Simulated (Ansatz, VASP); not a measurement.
## One calculation of Ru, two programs

```xyz
2
Lattice="2.6520 0.0000 0.0000 -1.3260 2.2967 0.0000 0.0000 0.0000 4.5586" Properties=species:S:1:pos:R:3 pbc="T T T"
Ru    0.0000    1.5311    1.1397
Ru    1.3260    0.7656    3.4190
```

Alike in both runs: task single point; functional PBEsol; k mesh 18 × 18 × 10; occupations gaussian, width 0.15 eV; no spin polarisation.

```csv
,VASP,Ansatz
version,VASP 6.6.1,Ansatz 0.2.0
potentials or method,"VASP PAW PBE potentials, release 64 (Ru_pv)","scalar-relativistic, plane waves, PAW"
plane-wave cutoff (eV),520,420
valence electrons in the cell,28,32
```

Ansatz gave:

| Quantity | Value |
| --- | --- |
| gap on the k mesh at the Fermi level (eV) | none |
| pressure (GPa) | -11.3 |
| largest component of the traceless stress (GPa) | 25.10 |

Problem. Estimate VASP's values.

Solution. gap on the k mesh at the Fermi level (eV): none; pressure (GPa): -11.4; largest component of the traceless stress (GPa): 25.04.

A gap of «none» marks a metal or a gap that the smearing closes. The two sets of potentials don't hold the same shells in valence. Ansatz warned: «pseudo_functional_mismatch».

Caveats: the PAW data sets were made with another functional, which shifts forces and pressure a little (VASP).
